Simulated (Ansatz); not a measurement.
Isolated molecules relaxed with PBE0-D4/def2-TZVP in Ansatz; ΔE leaves out vibrations. CBS: MP2 limit from def2 TZ/QZ plus the TZ coupled-cluster correction, frozen cores. DFT in def2-TZVPP. B3LYP here is the variant with VWN-RPA as its local correlation; programs differ in this. For Ge outer-core shells are correlated without core-valence functions, which leaves a few kJ/mol of doubt a bond. Scalar relativity is left out up to krypton. Each species was taken in one conformer, which may not be the lowest.

`F[BH][GeH2][F]` + acetic acid → `CC(=O)OBF` + `[F][GeH3]`  (cleavage of the B–Ge bond)

Is it downhill or uphill in electronic energy at CCSD(T)/CBS, and by how much? (An estimate is asked.)

The calculation gave: Downhill: ΔE = -1.39 eV.

What do these levels give: r2SCAN-D4, B3LYP-D4, r2SCAN0-D4, r2SCAN, r2SCANh, CCSD/CBS(def2)? (An estimate is asked.)

Ansatz gave: r2SCAN-D4 -1.39, B3LYP-D4 -1.40, r2SCAN0-D4 -1.43, r2SCAN -1.38, r2SCANh -1.40, CCSD/CBS(def2) -1.40 eV.

What do rigid-rotor, harmonic-oscillator terms from PBE0-D4/def2-TZVP frequencies (298.15 K, 1 bar) make of the CCSD(T)/CBS value? (Best estimate.)

Computed: ΔZPE = -0.05 eV, ΔH = -1.45 eV, ΔS = -22 J/(mol·K), ΔG = -1.38 eV.

Largest T1 diagnostic among the species: 0.015.

From BLYP to BHLYP (50 % exact exchange), in def2-TZVPP and without D4, ΔE moves by −0.16 eV. In def2-TZVPP, CCSD(T) changes the Hartree–Fock value by +0.16 eV (the triples alone add +0.01 eV) and MP2 by +0.13 eV. At CCSD(T), def2-SVP lies −0.22 eV from the extrapolated value and def2-TZVPP −0.03 eV.
